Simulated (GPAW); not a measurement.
The system is ZnCu2SnS4.

```
Sn Zn Cu S
1.0
    -2.71710    2.71710    5.42480
     2.71710   -2.71710    5.42480
     2.71710    2.71710   -5.42480
Sn Zn Cu S
1 1 2 4
Direct
  0.50000 0.50000 0.00000
  0.25000 0.75000 0.50000
  0.75000 0.25000 0.50000
  0.00000 0.00000 0.00000
  0.62799 0.62839 0.51280
  0.88481 0.37201 0.00040
  0.11559 0.11519 0.48720
  0.37161 0.88441 0.99960
```

Base run:

* Program: GPAW 26.7.0
* Functional: PBE
* Potentials or basis: GPAW PAW data sets (gpaw-data 1.2.1)
* Cutoff: 450 eV
* Basis: pw
* k mesh: 5 × 5 × 5
* Occupations: fermi-dirac, width 0.001 eV
* Spin: no spin polarisation
* Hubbard terms: Cu d U = 8.0 eV

Its results: band gap on the k mesh 0.96 eV, direct.

Question: The run is repeated on the same cell with these changes: hubbard terms from Cu d U = 8.0 eV to Cu d U = 4.0 eV. What comes out?

Answer: Band gap on the k mesh 0.65 eV, direct.

Caveats: with so narrow a direct gap the onset needs a denser k mesh; the long-wavelength limit can be off by several per cent where d states take part; response on these states lacks terms of the Hamiltonian; spin-orbit coupling is left out, which moves the levels of the heavy elements.

A k mesh can miss the band edges.
